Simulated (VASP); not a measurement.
# MoS2 in VASP: a series of runs, part 2 of 2

VASP 6.6.1. The steps go on from the part before.

**5. Equation of state, PBEsol, 51.75 Å³/atom (volume scaled by 1.02)**

File INCAR:

```
ALGO     = Normal         # electronic algorithm
EDIFF    = 1E-7           # SCF threshold, eV
ENCUT    = 520            # plane-wave cutoff, eV
GGA      = PS             # functional
ISIF     = 2              # what is computed and relaxed
ISMEAR   = -1             # smearing method
LASPH    = T              # aspherical terms in the spheres
LCHARG   = F              # write CHGCAR
LREAL    = F              # projectors in reciprocal space
LWAVE    = F              # write WAVECAR
NBANDS   = 20             # bands
NELM     = 60             # most SCF steps
PREC     = Accurate       # precision mode
SIGMA    = 0.05           # smearing width, eV
```

File KPOINTS:

```
k-points
0
Gamma
  10 10 2
```

File POSCAR:

```
MoS2
1.0
    3.2052136244      0.0000000000      0.0000000000
   -1.6026068122      2.7757964233      0.0000000000
    0.0000000000      0.0000000000     17.4494019708
Mo S
1 2
Direct
    0.0000000000      0.0000000000      0.0000000000
    0.3333333333      0.6666666667      0.9105070200
    0.3333333333      0.6666666667      0.0894929800
```

Launch:

```console
cat potpaw_PBE.64/Mo_sv/POTCAR potpaw_PBE.64/S/POTCAR > POTCAR
mpirun -np 1 vasp_std > vasp.out
```

Wall time 56 s (1 thread of Intel Xeon 6975P-C (Granite Rapids), shared host); peak memory 0.29 GiB.

It converged, with:

```yaml
Free_energy: -23.3765 eV
Largest_force: 0.461 eV/Å
Band_gap_on_the_k_mesh: 1.69 eV, indirect (least direct gap 1.88 eV)
```

Caveat: the PAW data sets were made with another functional, which shifts forces and pressure a little.

**6. Equation of state, PBEsol, 52.76 Å³/atom (volume scaled by 1.04)**

INCAR is that of step 5.

KPOINTS is that of step 5.

File POSCAR:

```
MoS2
1.0
    3.2260272831      0.0000000000      0.0000000000
   -1.6130136416      2.7938215805      0.0000000000
    0.0000000000      0.0000000000     17.5627129508
Mo S
1 2
Direct
    0.0000000000      0.0000000000      0.0000000000
    0.3333333333      0.6666666667      0.9105070200
    0.3333333333      0.6666666667      0.0894929800
```

Potentials or basis: VASP PAW PBE potentials, release 64 (Mo_sv, S).

Launch:

```console
cat potpaw_PBE.64/Mo_sv/POTCAR potpaw_PBE.64/S/POTCAR > POTCAR
mpirun -np 1 vasp_std > vasp.out
```

Run time: 56 s. Hardware: 1 thread of Intel Xeon 6975P-C (Granite Rapids), shared host; peak memory 0.3 GiB.

The run converged. Its results:

- Free energy: -23.3289 eV
- Largest force: 0.752 eV/Å
- Band gap on the k mesh: 1.64 eV, indirect (least direct gap 1.83 eV)

Caveat: the PAW data sets were made with another functional, which shifts forces and pressure a little.

**7. Equation of state, PBEsol, 53.78 Å³/atom (volume scaled by 1.06)**

INCAR is that of step 6.

KPOINTS is that of step 6.

File POSCAR:

```
MoS2
1.0
    3.2465757816      0.0000000000      0.0000000000
   -1.6232878908      2.8116171022      0.0000000000
    0.0000000000      0.0000000000     17.6745803806
Mo S
1 2
Direct
    0.0000000000      0.0000000000      0.0000000000
    0.3333333333      0.6666666667      0.9105070200
    0.3333333333      0.6666666667      0.0894929800
```

Launch:

```console
cat potpaw_PBE.64/Mo_sv/POTCAR potpaw_PBE.64/S/POTCAR > POTCAR
mpirun -np 1 vasp_std > vasp.out
```

Run time: 54 s. Hardware: 1 thread of Intel Xeon 6975P-C (Granite Rapids), shared host; peak memory 0.3 GiB.

Results (log left out):

```yaml
Free_energy: -23.2662 eV
Largest_force: 1.021 eV/Å
Band_gap_on_the_k_mesh: 1.59 eV, indirect (least direct gap 1.78 eV)
```

Caveat: the PAW data sets were made with another functional, which shifts forces and pressure a little.

**8. Equation of state, PBEsol**

No new run: the results of the series are fitted here.

Results:

- Equilibrium volume: 49.64 Å³/atom
- Bulk modulus at fixed shape and positions: 55 GPa
- Pressure derivative of the bulk modulus: 4.4

Energy against volume, from the lowest point:
| volume (Å³/atom) | energy (meV/atom) |
| --- | --- |
| 47.690 | 14.01 |
| 48.705 | 3.09 |
| 49.720 | 0.00 |
| 50.735 | 3.93 |
| 51.749 | 14.15 |
| 52.764 | 30.01 |
| 53.779 | 50.91 |

Caveat: the cell was scaled at fixed shape and fractional positions, which overstates the stiffness of a crystal with free parameters, most of all of layers and chains; the PAW data sets were made with another functional, which shifts forces and pressure a little.

**9. Equation of state, PBE, 47.69 Å³/atom (volume scaled by 0.94)**

File INCAR:

```
PREC = Accurate
ENCUT = 520
EDIFF = 1E-7
ISMEAR = -1
SIGMA = 0.05
LREAL = False
LASPH = True
NELM = 80
ALGO = Normal
ISIF = 2
LWAVE = False
LCHARG = False
GGA = PE
NBANDS = 20
```

File KPOINTS:

```
regular mesh
0
Gamma
  10 10 2
```

File POSCAR:

```
MoS2
1.0
    3.1191256785      0.0000000000      0.0000000000
   -1.5595628393      2.7012420752      0.0000000000
    0.0000000000      0.0000000000     16.9807333112
Mo S
1 2
Direct
    0.0000000000      0.0000000000      0.0000000000
    0.3333333333      0.6666666667      0.9105070200
    0.3333333333      0.6666666667      0.0894929800
```

Potentials or basis: VASP PAW PBE potentials, release 64 (Mo_sv, S).

Launch:

```console
cat potpaw_PBE.64/Mo_sv/POTCAR potpaw_PBE.64/S/POTCAR > POTCAR
mpirun -np 1 vasp_std > vasp.out
```

Wall time 68 s (1 thread of AMD EPYC 9R45 (Zen 5), shared host); peak memory 0.24 GiB.

Results (log left out):

| Property | Result |
| --- | --- |
| Free energy | -21.7297 eV |
| Largest force | 1.327 eV/Å |
| Band gap on the k mesh | 1.92 eV, indirect (least direct gap 2.10 eV) |

**10. Equation of state, PBE, 48.71 Å³/atom (volume scaled by 0.96)**

File INCAR:

```
PREC = Accurate
ENCUT = 520
EDIFF = 1E-7
ISMEAR = -1
SIGMA = 0.05
LREAL = F
LASPH = T
NELM = 60
ALGO = Normal
ISIF = 2
LWAVE = F
LCHARG = F
GGA = PE
NBANDS = 20
```

File KPOINTS:

```
Automatic mesh
0
Gamma
  10 10 2
```

File POSCAR:

```
MoS2
1.0
    3.1410920760      0.0000000000      0.0000000000
   -1.5705460380      2.7202655334      0.0000000000
    0.0000000000      0.0000000000     17.1003198802
Mo S
1 2
Direct
    0.0000000000      0.0000000000      0.0000000000
    0.3333333333      0.6666666667      0.9105070200
    0.3333333333      0.6666666667      0.0894929800
```

Launch:

```console
cat potpaw_PBE.64/Mo_sv/POTCAR potpaw_PBE.64/S/POTCAR > POTCAR
mpirun -np 1 vasp_std > vasp.out
```

Wall time 65 s (1 thread of AMD EPYC 9R45 (Zen 5), shared host); peak memory 0.25 GiB.

Results (log left out):

| Property | Result |
| --- | --- |
| Free energy | -21.7936 eV |
| Largest force | 0.924 eV/Å |
| Band gap on the k mesh | 1.86 eV, indirect (least direct gap 2.04 eV) |

**11. Equation of state, PBE, 49.72 Å³/atom (volume scaled by 0.98)**

File INCAR:

```
SYSTEM = MoS2
ALGO     = Normal         ! electronic algorithm
EDIFF    = 1E-7           ! SCF threshold, eV
ENCUT    = 520            ! plane-wave cutoff, eV
GGA      = PE             ! functional
ISIF     = 2              ! what is computed and relaxed
ISMEAR   = -1             ! smearing method
LASPH    = .TRUE.         ! aspherical terms in the spheres
LCHARG   = .FALSE.        ! write CHGCAR
LREAL    = .FALSE.        ! projectors in reciprocal space
LWAVE    = .FALSE.        ! write WAVECAR
NBANDS   = 20             ! bands
NELM     = 80             ! most SCF steps
PREC     = Accurate       ! precision mode
SIGMA    = 0.05           ! smearing width, eV
```

File KPOINTS:

```
k-points
0
G
  10 10 2
  0 0 0
```

File POSCAR:

```
MoS2
1.0
    3.1627554646      0.0000000000      0.0000000000
   -1.5813777323      2.7390265783      0.0000000000
    0.0000000000      0.0000000000     17.2182568475
Mo S
1 2
Direct
    0.0000000000      0.0000000000      0.0000000000
    0.3333333333      0.6666666667      0.9105070200
    0.3333333333      0.6666666667      0.0894929800
```

Launch:

```console
cat potpaw_PBE.64/Mo_sv/POTCAR potpaw_PBE.64/S/POTCAR > POTCAR
mpirun -np 1 vasp_std > vasp.out
```

It took 64 s on 1 thread of AMD EPYC 9R45 (Zen 5), shared host; peak memory 0.26 GiB.

It converged, with:

* Free energy: -21.8331 eV
* Largest force: 0.550 eV/Å
* Band gap on the k mesh: 1.80 eV, indirect (least direct gap 1.98 eV)

**12. Equation of state, PBE, 51.75 Å³/atom (volume scaled by 1.02)**

File INCAR:

```
  PREC = Accurate
  ENCUT = 520
  EDIFF = 1E-7
  ISMEAR = -1
  SIGMA = 0.05
  LREAL = F
  LASPH = T
  NELM = 80
  ALGO = Normal
  ISIF = 2
  LWAVE = F
  LCHARG = F
  GGA = PE
  NBANDS = 20
```

File KPOINTS:

```
regular mesh
0
Gamma
  10 10 2
```

File POSCAR:

```
MoS2
1.0
    3.2052136244      0.0000000000      0.0000000000
   -1.6026068122      2.7757964233      0.0000000000
    0.0000000000      0.0000000000     17.4494019708
Mo S
1 2
Direct
    0.0000000000      0.0000000000      0.0000000000
    0.3333333333      0.6666666667      0.9105070200
    0.3333333333      0.6666666667      0.0894929800
```

Potentials or basis: VASP PAW PBE potentials, release 64 (Mo_sv, S).

Launch:

```console
cat potpaw_PBE.64/Mo_sv/POTCAR potpaw_PBE.64/S/POTCAR > POTCAR
mpirun -np 1 vasp_std > vasp.out
```

Run time: 76 s. Hardware: 1 thread of AMD EPYC 9R45 (Zen 5), shared host; peak memory 0.26 GiB.

It converged, with:

- Free energy: -21.8484 eV
- Largest force: 0.114 eV/Å
- Band gap on the k mesh: 1.69 eV, indirect (least direct gap 1.87 eV)

**13. Equation of state, PBE, 52.76 Å³/atom (volume scaled by 1.04)**

File INCAR:

```
SYSTEM = MoS2
ALGO = Normal ; EDIFF = 1E-7
ENCUT = 520 ; GGA = PE
ISIF = 2 ; ISMEAR = -1
LASPH = .True. ; LCHARG = .False.
LREAL = .False. ; LWAVE = .False.
NBANDS = 20 ; NELM = 80
PREC = Accurate ; SIGMA = 0.05
```

File KPOINTS:

```
k-points
0
Gamma
  10 10 2
  0 0 0
```

File POSCAR:

```
MoS2
1.0
    3.2260272831      0.0000000000      0.0000000000
   -1.6130136416      2.7938215805      0.0000000000
    0.0000000000      0.0000000000     17.5627129508
Mo S
1 2
Direct
    0.0000000000      0.0000000000      0.0000000000
    0.3333333333      0.6666666667      0.9105070200
    0.3333333333      0.6666666667      0.0894929800
```

Launch:

```console
cat potpaw_PBE.64/Mo_sv/POTCAR potpaw_PBE.64/S/POTCAR > POTCAR
mpirun -np 1 vasp_std > vasp.out
```

Run time: 77 s. Hardware: 1 thread of AMD EPYC 9R45 (Zen 5), shared host; peak memory 0.27 GiB.

Results (log left out):

```
Free energy            : -21.8285 eV
Largest force          : 0.410 eV/Å
Band gap on the k mesh : 1.64 eV, indirect (least direct gap 1.82 eV)
```

**14. Equation of state, PBE, 53.78 Å³/atom (volume scaled by 1.06)**

File INCAR:

```
PREC = Accurate
ENCUT = 520
EDIFF = 1E-7
ISMEAR = -1
SIGMA = 0.05
LREAL = False
LASPH = True
NELM = 100
ALGO = Normal
ISIF = 2
LWAVE = False
LCHARG = False
GGA = PE
NBANDS = 20
```

File KPOINTS:

```
regular mesh
0
Gamma
  10 10 2
```

File POSCAR:

```
MoS2
1.0
    3.2465757816      0.0000000000      0.0000000000
   -1.6232878908      2.8116171022      0.0000000000
    0.0000000000      0.0000000000     17.6745803806
Mo S
1 2
Direct
    0.0000000000      0.0000000000      0.0000000000
    0.3333333333      0.6666666667      0.9105070200
    0.3333333333      0.6666666667      0.0894929800
```

Launch:

```console
cat potpaw_PBE.64/Mo_sv/POTCAR potpaw_PBE.64/S/POTCAR > POTCAR
mpirun -np 1 vasp_std > vasp.out
```

Wall time 79 s (1 thread of AMD EPYC 9R45 (Zen 5), shared host); peak memory 0.27 GiB.

Results (log left out):

```
Free energy            : -21.7926 eV
Largest force          : 0.683 eV/Å
Band gap on the k mesh : 1.59 eV, indirect (least direct gap 1.77 eV)
```

**15. Equation of state, PBE**

Potentials or basis: VASP PAW PBE potentials, release 64 (Mo_sv, S).

No new run: the results of the series are fitted here.

Results:

| Quantity | Value |
| --- | --- |
| Equilibrium volume | 51.12 Å³/atom |
| Bulk modulus at fixed shape and positions | 50 GPa |
| Pressure derivative of the bulk modulus | 4.4 |

Energy against volume, from the lowest point:
| volume (Å³/atom) | energy (meV/atom) |
| --- | --- |
| 47.690 | 40.33 |
| 48.705 | 19.00 |
| 49.720 | 5.84 |
| 50.735 | 0.00 |
| 51.749 | 0.74 |
| 52.764 | 7.39 |
| 53.779 | 19.35 |

Caveat: the cell was scaled at fixed shape and fractional positions, which overstates the stiffness of a crystal with free parameters, most of all of layers and chains.
